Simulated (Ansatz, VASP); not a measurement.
## Rb in VASP and in Ansatz

```
Rb
1.0
    -2.86103    2.86103    2.86103
     2.86103   -2.86103    2.86103
     2.86103    2.86103   -2.86103
Rb
1
Direct
  0.00000 0.00000 0.00000
```

Change from the starting cell: volume scaled by 1.06, PAW files.

Alike in both runs: task electric field gradients; functional PBE; k mesh 8 × 8 × 8; occupations fermi-dirac, width 0.05 eV; no spin polarisation.

|  | VASP | Ansatz |
| --- | --- | --- |
| version | VASP 6.6.1 | Ansatz 0.2.0 |
| potentials or method | VASP PAW PBE potentials, release 64 (Rb_sv) | PAW with Ansatz's default frozen-core files, scalar-relativistic |
| plane-wave cutoff (eV) | 520 | 420 |
| valence electrons in the cell | 9 | 9 |

|  | VASP | Ansatz | Ansatz less VASP |
| --- | --- | --- | --- |
| pressure (GPa) | -0.1 | -0.1 | 0.00 |
| Vzz of the field gradient on the site that differs most (V/Å²) | 0.0 | 0.0 | 0.00 |

The functional is the same, so the differences come from potentials, cutoffs and numerics. Ansatz warned: «gradients_without_spin_orbit».
